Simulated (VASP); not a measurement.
Here is a VASP 6.6.1 calculation.

File INCAR:

```
SYSTEM = Y
PREC = Accurate
ENCUT = 600
EDIFF = 1E-6
ISMEAR = 1
SIGMA = 0.1
LREAL = .FALSE.
LASPH = .TRUE.
NELM = 120
ALGO = Normal
ISIF = 3
LWAVE = .FALSE.
LCHARG = .FALSE.
IBRION = 2
NSW = 60
EDIFFG = -0.005
```

Contents of KPOINTS:

```
regular mesh
0
G
  14 14 8
  0 0 0
```

File POSCAR:

```
Y
1.0
    3.6000000000      0.0000000000      0.0000000000
   -1.8000000000      3.1176914500      0.0000000000
    0.0000000000      0.0000000000      5.6200000000
Y
2
Direct
    0.3333333300      0.6666666700      0.2500000000
    0.6666666700      0.3333333300      0.7500000000
```

Potentials or basis: VASP PAW LDA potentials, release 64 (Y_sv).

Command:

```sh
$ cat potpaw_LDA.64/Y_sv/POTCAR > POTCAR
$ mpirun -np 1 vasp_std > vasp.out
```

Task: Estimate the band gap on the k mesh.

Result: None (metal or under the smearing width).

Task: Estimate the relaxed volume.

Result: 29.81 Å³/atom.

Final structure:
```
Y
1.0
     3.54090    0.00000    0.00000
    -1.77045    3.06651    0.00000
     0.00000    0.00000    5.49128
Y
2
Direct
  0.33333 0.66667 0.25000
  0.66667 0.33333 0.75000
```
